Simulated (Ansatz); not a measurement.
ZnTe (zinc blende, space group No. 216), a = 6.1792 Å, b = 6.1792 Å, c = 6.1792 Å, α = 90.00°, β = 90.00°, γ = 90.00°; the cell used has 2 atoms.

Relaxed with PBE.

**Question.** Which orbitals make up the states near the band edges in PBE in the plane-wave PAW code Ansatz?

**Answer.** Top 1 eV of the valence band: Te 5p 91 %. Bottom 1 eV of the conduction band: Zn 4s 52 %, Te 5p 25 %, Te 5s 13 %, outside the projected shells 10 %. Projections are on Löwdin-orthogonalised atomic valence shells; empty p or d shells of many metals are not among them.

**Question.** Tabulate the density of states.

**Answer.** States/eV per cell of 2 atoms, in 0.25 eV bins, energy from the valence-band maximum.

```csv
E (eV),total,Zn 3d,Te 5p,Zn 4s
-7.85,0.00,0.00,0.00,0.00
-7.60,0.00,0.00,0.00,0.00
-7.35,0.00,0.00,0.00,0.00
-7.10,0.00,0.00,0.00,0.00
-6.85,2.94,2.80,0.12,0.01
-6.60,32.52,31.74,0.64,0.09
-6.35,4.54,4.26,0.05,0.06
-6.10,0.00,0.00,0.00,0.00
-5.85,0.00,0.00,0.00,0.00
-5.60,0.00,0.00,0.00,0.00
-5.35,0.00,0.00,0.00,0.00
-5.10,0.00,0.00,0.00,0.00
-4.85,0.46,0.01,0.29,0.14
-4.60,3.28,0.10,1.87,1.19
-4.35,1.19,0.06,0.68,0.37
-4.10,0.73,0.04,0.41,0.20
-3.85,0.54,0.03,0.31,0.14
-3.60,0.40,0.02,0.22,0.09
-3.35,0.32,0.02,0.18,0.07
-3.10,0.25,0.01,0.14,0.05
-2.85,0.91,0.03,0.77,0.05
-2.60,1.59,0.05,1.40,0.06
-2.35,1.38,0.04,1.20,0.06
-2.10,1.80,0.05,1.61,0.05
-1.85,2.08,0.06,1.87,0.05
-1.60,1.99,0.06,1.79,0.04
-1.35,1.92,0.06,1.73,0.03
-1.10,1.90,0.06,1.72,0.02
-0.85,1.62,0.06,1.47,0.01
-0.60,0.90,0.03,0.82,0.01
-0.35,0.55,0.02,0.51,0.00
-0.10,0.17,0.01,0.16,0.00
0.15,0.00,0.00,0.00,0.00
0.40,0.00,0.00,0.00,0.00
0.65,0.00,0.00,0.00,0.00
0.90,0.00,0.00,0.00,0.00
1.15,0.00,0.00,0.00,0.00
1.40,0.01,0.00,0.00,0.00
1.65,0.02,0.00,0.00,0.01
1.90,0.13,0.00,0.03,0.07
2.15,0.41,0.00,0.11,0.20
2.40,0.82,0.00,0.24,0.35
2.65,1.40,0.00,0.40,0.51
2.90,2.44,0.01,0.69,0.82
3.15,1.70,0.00,0.47,0.57
3.40,1.00,0.00,0.26,0.31
3.65,0.88,0.00,0.18,0.23
3.90,0.82,0.00,0.12,0.15
4.15,0.79,0.00,0.07,0.09
4.40,0.92,0.00,0.06,0.07
4.65,1.97,0.00,0.13,0.12
4.90,2.20,0.00,0.14,0.10
5.15,1.28,0.00,0.09,0.06
5.40,1.35,0.00,0.08,0.05
5.65,2.02,0.00,0.09,0.04
5.90,1.83,0.00,0.08,0.05
```

Space group F-43m (zinc blende). The PBE relaxation kept the symmetry of its start; of distortions, only those at the zone centre were tested. Scalar-relativistic: spin–orbit coupling is off unless named, which matters more the heavier the elements.

Potentials: the later of the program's two PAW sets.
